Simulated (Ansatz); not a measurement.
# InP: the cost of one run

Computed with Ansatz 0.2.0 (DFT PBEsol, scalar-relativistic, plane waves, PAW, unless a step's input says otherwise).

The COD entry's cell or inner coordinates are ideal or old and differ from later refinements, so a difference from it is no clean test against experiment.

5 further runs of the same task are left out: 5 set aside as unsound or not needed.

## (1) The system as given

It takes space group F-43m (No. 216, cubic). Conventional cell: a = 5.878 Å, b = 5.878 Å, c = 5.878 Å, α = 90.00°, β = 90.00°, γ = 90.00°. In (site symmetry -43m) has 4 P at 2.55 Å as nearest neighbours. P (site symmetry -43m) has 4 In at 2.55 Å as nearest neighbours.

Structure file:

```cif
data_structure
_symmetry_space_group_name_H-M 'P 1'
_symmetry_Int_Tables_number 1
_cell_length_a 4.1565
_cell_length_b 4.1565
_cell_length_c 4.1565
_cell_angle_alpha 60.000
_cell_angle_beta 60.000
_cell_angle_gamma 60.000
_cell_volume 50.78
loop_
_atom_site_label
_atom_site_type_symbol
_atom_site_fract_x
_atom_site_fract_y
_atom_site_fract_z
_atom_site_occupancy
In1 In 0.00000 0.00000 0.00000 1
P1 P 0.75000 0.75000 0.75000 1
```

This cell was relaxed beforehand with the same method: volume 25.39 Å³/atom, gap on the mesh 0.57 eV.

## (2) The cell under 4 GPa

At a set pressure the run lowers the enthalpy E + PV, so the energy alone may rise along the way.

Input file input.yaml:

```yaml
crystal:
  lattice:
    - [0.0, 2.9390910337, 2.9390910337]
    - [2.9390910337, 0.0, 2.9390910337]
    - [2.9390910337, 2.9390910337, 0.0]
  atoms:
    - { symbol: In, position: [0.0, 0.0, 0.0] }
    - { symbol: P, position: [0.75, 0.75, 0.75] }
basis:
  ecutwfc: 420
kpoints:
  mp_grid: { grid: [10, 10, 10] }
hamiltonian:
  xc: pbesol
scf:
  occupations: { method: fixed }
output:
  forces: true
  stress: true
  eigenvalues: true
  write_density: true
  write_potential: true
  elf: true
  volumetric_format: npy
relax:
  adjacent_minimum: "off"
  f_tol: 0.001
  max_steps: 60
  cell: { stress_tol: 0.02, p_target: 4.0 }
```

Run with:

```console
$ ansatz run input.yaml --threads 1 --pin off --max-ram 3072MiB --backend cpu --events-out ev --progress --plain --runs-dir out
```

Q: Estimate wall time and peak memory on 1 thread of Intel Xeon 6975P-C (Granite Rapids), shared host.

About 15 s, with a peak of 0.41 GiB.
